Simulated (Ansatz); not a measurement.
`C[Si](Cl)(Cl)Cl` + `F[C](F)F`• → `[CH2][Si](Cl)(Cl)Cl`• + `FC(F)F` at 298.15 K and 1 bar (hydrogen abstraction from a C–H bond).

Isolated molecules relaxed with PBE0-D4/def2-TZVP in Ansatz; ΔE leaves out vibrations. CBS: MP2 limit from def2 TZ/QZ plus the TZ coupled-cluster correction, frozen cores. This one scheme is used for every species. No spin–orbit coupling; open shells (•) take unrestricted orbitals.

| species | CCSD(T)/CBS energy (Eh) | H − E (kJ/mol) | S (J/(mol·K)) |
| --- | --- | --- | --- |
| `C[Si](Cl)(Cl)Cl` | -1708.45088 | 133.0 | 349.6 |
| `F[C](F)F`• | -337.34656 | 43.9 | 264.3 |
| `[CH2][Si](Cl)(Cl)Cl`• | -1707.77493 | 97.6 | 376.9 |
| `FC(F)F` | -338.02896 | 78.4 | 259.5 |

H − E and S are ideal-gas, rigid-rotor, harmonic terms from PBE0-D4/def2-TZVP, with the whole ground term of open shells counted as degenerate. 1 Eh = 2625.50 kJ/mol, R = 8.31446 J/(mol·K).

Q: By hand: ΔE, ΔH, ΔS and ΔG.

A: ΔE = (-1707.77493) + (-338.02896) − (-1708.45088) − (-337.34656) = -0.00645 Eh = -16.9 kJ/mol. Δ(H − E) = 97.6 + 78.4 − 133.0 − 43.9 = -0.9, so ΔH = -17.8 kJ/mol. ΔS = 376.9 + 259.5 − 349.6 − 264.3 = 22.5 J/(mol·K). ΔG = -17.8 − 298.15 × (22.5)/1000 = -24.5 kJ/mol.

Q: By hand: the equilibrium constant, and the temperature at which ΔG would vanish if ΔH and ΔS stayed fixed.

A: log₁₀ K = −ΔG/(RT ln 10) = 4.3. ΔH and −TΔS have one sign here, so there is no such temperature.

TΔS isn't small against ΔH here. A doubt of 5 kJ/mol in ΔE shifts log₁₀ K by 0.9 here. Modes under 60 cm⁻¹, often nearly free rotors, make the harmonic entropy too high. These are equilibria of isolated gas molecules and say nothing of rates. Largest T1 diagnostic: 0.014 (customary marks: 0.02 for closed shells, 0.045 for open ones).
